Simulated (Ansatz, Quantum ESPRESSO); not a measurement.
Given: the input of a run of Quantum ESPRESSO 7.5 on KBr. 

File pw.in:

```
&CONTROL
  calculation = 'scf'
  prefix = 'pwscf'
  outdir = './tmp'
  pseudo_dir = './pseudo'
  tprnfor = .true.
  tstress = .true.
  disk_io = 'nowf'
/
&SYSTEM
  ibrav = 0
  nat = 2
  ntyp = 2
  ecutwfc = 70
  nbnd = 14
  occupations = 'smearing'
  smearing = 'fd'
  degauss = 0.00367493
/
&ELECTRONS
  conv_thr = 4d-10
  electron_maxstep = 120
  mixing_beta = 0.5
/
ATOMIC_SPECIES
Br    79.9040 Br_ONCV_PBE-1.2.upf
K     39.0983 K_ONCV_PBE-1.2.upf
CELL_PARAMETERS angstrom
   0.0000000000    3.3000000000    3.3000000000
   3.3000000000    0.0000000000    3.3000000000
   3.3000000000    3.3000000000    0.0000000000
ATOMIC_POSITIONS crystal
Br     0.5000000000    0.5000000000    0.5000000000
K      0.0000000000    0.0000000000    0.0000000000
K_POINTS automatic
6 6 6 0 0 0
```

Potentials or basis: SG15 PBE 1.2.

The run is started by

```console
$ OMP_NUM_THREADS=1 mpirun -n 4 pw.x -nk 4 -in pw.in > pw.out
```

Question: Translate it to Ansatz 0.2.0. Potentials or basis there: PAW datasets made for the crystal, cutoff 200 eV.

Answer: As run (cutoffs and basis follow the program's own potentials, and thresholds, step limits or extra output files can differ):

The input input.yaml:

```yaml
crystal:
  lattice:
    - [0.0, 3.3, 3.3]
    - [3.3, 0.0, 3.3]
    - [3.3, 3.3, 0.0]
  atoms:
    - { symbol: Br, position: [0.5, 0.5, 0.5] }
    - { symbol: K, position: [0.0, 0.0, 0.0] }
kpoints:
  mp_grid: { grid: [6, 6, 6] }
scf:
  occupations: { method: fermi_dirac, width: 0.05 }
hamiltonian:
  xc: pbe
  pseudopotentials: { kind: all_electron, datasets: crystal }
output:
  forces: true
  stress: true
  eigenvalues: true
  elf: true
  volumetric_format: npy
```

Potentials or basis: all-electron PAW datasets made for the crystal.

The run is started by

```console
$ ansatz run input.yaml --threads 1 --pin off --max-ram 3072MiB --backend cpu --events-out ev --progress --plain --runs-dir out
```

Both were run:

|  | Quantum ESPRESSO | Ansatz |
| --- | --- | --- |
| Pressure | 0.7 GPa | 0.7 GPa |

Ansatz's pressure holds a Pulay term of +0.00 GPa for its cutoff of 200 eV, which the other run lacks.

Where Ansatz's input types no cutoff or centring, it takes its own default and a Γ-centred mesh.

Pressure is positive in compression.
